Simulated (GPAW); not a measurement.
Crystal: Te.

```
Te
1.0
     4.45400    0.00000    0.00000
    -2.22700    3.85728    0.00000
     0.00000    0.00000    5.92400
Te
3
Direct
  0.73100 0.73100 0.00000
  0.00000 0.26900 0.66667
  0.26900 0.00000 0.33333
```

Base run:

```yaml
Program: GPAW 26.7.0
Functional: LDA
Potentials_or_basis: the program's PAW data sets (release 1.2.1) made for this functional
Cutoff: 600 eV
Basis: pw
k_mesh: 7 × 7 × 5
Occupations: gaussian, width 0.02 eV
Spin: no spin polarisation
```

Its results: band gap on the k mesh 0.57 eV, indirect (least direct gap 0.74 eV); pressure -2.4 GPa; largest force 0.015 eV/Å.

Task: The run is repeated on the same cell with these changes: functional from LDA to RPBE. What comes out?

Result: Band gap on the k mesh 0.66 eV, indirect (least direct gap 0.80 eV); pressure 2.4 GPa; largest force 0.112 eV/Å.

RPBE binds less tightly than LDA, so the same cell stands under more pressure.

Caveats: spin-orbit coupling is left out, which moves the levels of the heavy elements; an odd mesh through Γ misses points on the zone boundary, where band edges often lie.

Not every run made on this cell is shown here.
